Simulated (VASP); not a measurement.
The system is InAs.

```
CELL_PARAMETERS angstrom
0.00000 3.01800 3.01800
3.01800 0.00000 3.01800
3.01800 3.01800 0.00000
ATOMIC_POSITIONS crystal
In 0.00000 0.00000 0.00000
As 0.75000 0.75000 0.75000
```

| Item | Value |
| --- | --- |
| Program | VASP 6.6.1 |
| Task | relaxation of cell and atoms |
| Functional | PBE |
| Dispersion | D3 |
| Potentials or basis | VASP PAW PBE potentials, release 64 (In_d, As) |
| Cutoff | 600 eV |
| k mesh | 8 × 8 × 8 |
| Occupations | fermi-dirac, width 0.05 eV |
| Spin | no spin polarisation |

At the start: pressure 3.0 GPa; volume 27.49 Å³/atom.

Q: How do energy, volume and symmetry change on relaxing?

A: Over 3 steps the energy falls by 12.8 meV/atom and the volume is 28.92 Å³/atom (+5.2 %); space group F-43m (No. 216, to 0.05 Å).

The path:
```
step  energy change (eV)  largest force (eV/Å)  pressure (GPa)  volume (Å³)
   1              0.0000                0.0000            2.99        54.98
   2             -0.0208                0.0000           -1.14        59.17
   3             -0.0255                0.0000            0.02        57.84
```

Final structure:
```yaml
crystal:
  lattice:
    - [0.00000, 3.06953, 3.06953]
    - [3.06953, 0.00000, 3.06953]
    - [3.06953, 3.06953, 0.00000]
  atoms:
    - { symbol: In, position: [0.00000, 0.00000, 0.00000] }
    - { symbol: As, position: [0.75000, 0.75000, 0.75000] }
```

Caveat: pairwise dispersion overbinds metals, which lowers pressure and volume.
